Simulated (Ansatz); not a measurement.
Iridium (omega (AlB2-type)) across density functionals

All rows: Ansatz, plane waves with scalar-relativistic PAW, 420 eV (500 eV for the SCAN forms), relaxed under each functional, no dispersion correction, no zero-point motion. B₀ comes from uniform scaling at fixed shape; a dash is a value not given.

```
functional  V (Å³/atom)                                    cell  B₀ (GPa)     magnetic state  ΔE to fcc (meV/atom)
       PBE        14.98  a = 4.380 Å, c = 2.705 Å (c/a = 0.618)       323  spin not included                   336
    PBEsol        14.50  a = 4.334 Å, c = 2.673 Å (c/a = 0.617)       360  spin not included                   362
       LDA        14.27  a = 4.313 Å, c = 2.658 Å (c/a = 0.616)       377  spin not included                   370
    revPBE        15.11  a = 4.392 Å, c = 2.713 Å (c/a = 0.618)       312  spin not included                   329
      RPBE        15.16  a = 4.397 Å, c = 2.717 Å (c/a = 0.618)       307  spin not included                   327
      BLYP        15.76  a = 4.452 Å, c = 2.755 Å (c/a = 0.619)       271  spin not included                   277
```

Q: What does r²SCAN give?

A: V (Å³/atom): 14.66; cell: a = 4.349 Å, c = 2.686 Å (c/a = 0.618); B₀ (GPa): 350; magnetic state: spin not included; ΔE to fcc (meV/atom): 361.
